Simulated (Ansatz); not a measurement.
An input for Ansatz 0.2.0 (Ge):

File run.py:

```python
import json

import ase.io
import numpy as np
import spglib
from ase.calculators.calculator import CalculationFailed, Calculator
from ase.stress import full_3x3_to_voigt_6_stress
from ase.units import GPa
from ase.optimize import BFGS
from ase.filters import FrechetCellFilter

import ansatz as az

class AnsatzCalculator(Calculator):
    implemented_properties = ["energy", "free_energy", "forces", "stress", "magmom"]

    def calculate(self, atoms, properties, system_changes):
        super().calculate(atoms, properties, system_changes)
        structure = atoms.copy()
        structure.set_constraint()
        structure.set_momenta(None)
        structure.set_masses(None)
        outcome = (
            az.Crystal.from_ase(structure)
            .calculation()
            .kpoints(8, 8, 8)
            .functional("lda")
            .pseudopotentials(kind="paw", level="accurate")
            .scf(tolerance=2e-10)
            .occupations(method="methfessel_paxton", width=0.05)
            .forces()
            .stress()
            .basis("high")
            .run(threads=2)
        )
        if not outcome.report["converged"]:
            raise CalculationFailed("SCF not converged")
        report = outcome.report
        self.results = {
            "free_energy": report["lagrangian_ev"],
            "energy": report["lagrangian_ev"],
            "forces": np.array(report["forces_ev_ang"]),
            "stress": -GPa * full_3x3_to_voigt_6_stress(report["stress_gpa"]),
            "magmom": report["magnetization_mub"],
        }

np.set_printoptions(precision=5, suppress=True, linewidth=110)
atoms = ase.io.read("Ge.cif")
cell, frac, numbers = spglib.find_primitive((atoms.cell[:], atoms.get_scaled_positions(), atoms.numbers), symprec=1e-5)
atoms = ase.Atoms(numbers, cell=cell, scaled_positions=frac, pbc=True)
atoms.calc = AnsatzCalculator()
BFGS(FrechetCellFilter(atoms)).run(fmax=0.03, steps=30)
print(f"final energy {atoms.get_potential_energy():.6f} eV, volume {atoms.get_volume() / len(atoms):.4f} A^3/atom")
print("stress (GPa)", atoms.get_stress() / GPa)
print("cell (A)", atoms.cell[:], "scaled positions", atoms.get_scaled_positions(wrap=False), sep="\n")
```

Ge.cif

```cif
data_Ge
_cell_length_a 5.65782000
_cell_length_b 5.65782000
_cell_length_c 5.65782000
_cell_angle_alpha 90.00000000
_cell_angle_beta 90.00000000
_cell_angle_gamma 90.00000000
_space_group_name_H-M_alt 'Fd-3m'
_space_group_name_Hall 'F 4d 2 3 -1d'
_space_group_IT_number 227
loop_
_space_group_symop_operation_xyz
'x,y,z'
'-y+1/4,x+1/4,z+1/4'
'-x,-y+1/2,z+1/2'
'y+3/4,-x+1/4,z+3/4'
'x,-y,-z'
'-y+1/4,-x+3/4,-z+3/4'
'-x,y+1/2,-z+1/2'
'y+3/4,x+3/4,-z+1/4'
'z,x,y'
'z+1/4,-y+1/4,x+1/4'
'z+1/2,-x,-y+1/2'
'z+3/4,y+3/4,-x+1/4'
'-z,x,-y'
'-z+3/4,-y+1/4,-x+3/4'
'-z+1/2,-x,y+1/2'
'-z+1/4,y+3/4,x+3/4'
'y,z,x'
'x+1/4,z+1/4,-y+1/4'
'-y+1/2,z+1/2,-x'
'-x+1/4,z+3/4,y+3/4'
'-y,-z,x'
'-x+3/4,-z+3/4,-y+1/4'
'y+1/2,-z+1/2,-x'
'x+3/4,-z+1/4,y+3/4'
'-x+1/4,-y+1/4,-z+1/4'
'y,-x,-z'
'x+1/4,y+3/4,-z+3/4'
'-y+1/2,x,-z+1/2'
'-x+1/4,y+1/4,z+1/4'
'y,x+1/2,z+1/2'
'x+1/4,-y+3/4,z+3/4'
'-y+1/2,-x+1/2,z'
'-z+1/4,-x+1/4,-y+1/4'
'-z,y,-x'
'-z+3/4,x+1/4,y+3/4'
'-z+1/2,-y+1/2,x'
'z+1/4,-x+1/4,y+1/4'
'z+1/2,y,x+1/2'
'z+3/4,x+1/4,-y+3/4'
'z,-y+1/2,-x+1/2'
'-y+1/4,-z+1/4,-x+1/4'
'-x,-z,y'
'y+3/4,-z+3/4,x+1/4'
'x,-z+1/2,-y+1/2'
'y+1/4,z+1/4,-x+1/4'
'x+1/2,z+1/2,y'
'-y+3/4,z+3/4,x+1/4'
'-x+1/2,z,-y+1/2'
'x,y+1/2,z+1/2'
[... 70 lines left out ...]
'x+1/4,-z+1/4,y+1/4'
'-x+3/4,-y+1/4,-z+3/4'
'y+1/2,-x,-z+1/2'
'x+3/4,y+3/4,-z+1/4'
'-y,x,-z'
'-x+3/4,y+1/4,z+3/4'
'y+1/2,x+1/2,z'
'x+3/4,-y+3/4,z+1/4'
'-y,-x+1/2,z+1/2'
'-z+3/4,-x+1/4,-y+3/4'
'-z+1/2,y,-x+1/2'
'-z+1/4,x+1/4,y+1/4'
'-z,-y+1/2,x+1/2'
'z+3/4,-x+1/4,y+3/4'
'z,y,x'
'z+1/4,x+1/4,-y+1/4'
'z+1/2,-y+1/2,-x'
'-y+3/4,-z+1/4,-x+3/4'
'-x+1/2,-z,y+1/2'
'y+1/4,-z+3/4,x+3/4'
'x+1/2,-z+1/2,-y'
'y+3/4,z+1/4,-x+3/4'
'x,z+1/2,y+1/2'
'-y+1/4,z+3/4,x+3/4'
'-x,z,-y'
'x+1/2,y+1/2,z'
'-y+3/4,x+3/4,z+1/4'
'-x+1/2,-y,z+1/2'
'y+1/4,-x+3/4,z+3/4'
'x+1/2,-y+1/2,-z'
'-y+3/4,-x+1/4,-z+3/4'
'-x+1/2,y,-z+1/2'
'y+1/4,x+1/4,-z+1/4'
'z+1/2,x+1/2,y'
'z+3/4,-y+3/4,x+1/4'
'z,-x+1/2,-y+1/2'
'z+1/4,y+1/4,-x+1/4'
'-z+1/2,x+1/2,-y'
'-z+1/4,-y+3/4,-x+3/4'
'-z,-x+1/2,y+1/2'
'-z+3/4,y+1/4,x+3/4'
'y+1/2,z+1/2,x'
'x+3/4,z+3/4,-y+1/4'
'-y,z,-x'
'-x+3/4,z+1/4,y+3/4'
'-y+1/2,-z+1/2,x'
'-x+1/4,-z+1/4,-y+1/4'
'y,-z,-x'
'x+1/4,-z+3/4,y+3/4'
'-x+3/4,-y+3/4,-z+1/4'
'y+1/2,-x+1/2,-z'
'x+3/4,y+1/4,-z+3/4'
'-y,x+1/2,-z+1/2'
'-x+3/4,y+3/4,z+1/4'
'y+1/2,x,z+1/2'
'x+3/4,-y+1/4,z+3/4'
'-y,-x,z'
'-z+3/4,-x+3/4,-y+1/4'
'-z+1/2,y+1/2,-x'
'-z+1/4,x+3/4,y+3/4'
'-z,-y,x'
'z+3/4,-x+3/4,y+1/4'
'z,y+1/2,x+1/2'
'z+1/4,x+3/4,-y+3/4'
'z+1/2,-y,-x+1/2'
'-y+3/4,-z+3/4,-x+1/4'
'-x+1/2,-z+1/2,y'
'y+1/4,-z+1/4,x+1/4'
'x+1/2,-z,-y+1/2'
'y+3/4,z+3/4,-x+1/4'
'x,z,y'
'-y+1/4,z+1/4,x+1/4'
'-x,z+1/2,-y+1/2'
loop_
_atom_site_label
_atom_site_type_symbol
_atom_site_symmetry_multiplicity
_atom_site_Wyckoff_symbol
_atom_site_fract_x
_atom_site_fract_y
_atom_site_fract_z
_atom_site_occupancy
Ge1 Ge 8 a 0.2500000000 0.2500000000 0.2500000000 1
```

Potentials or basis: Ansatz PAW accurate.

The run is started by

```console
$ python run.py
```

Task: Does this run start?

Result: The run stopped without a result. It printed:

Output:

```text
Traceback (most recent call last):
  File "run.py", line 54, in <module>
  File "run.py", line 34, in calculate
  [frames inside libraries left out]
ansatz.errors.InputError: .basis: cutoff (an energy: a number in eV, or e.g. 30 * az.Ry) is a number, got 'high'
```
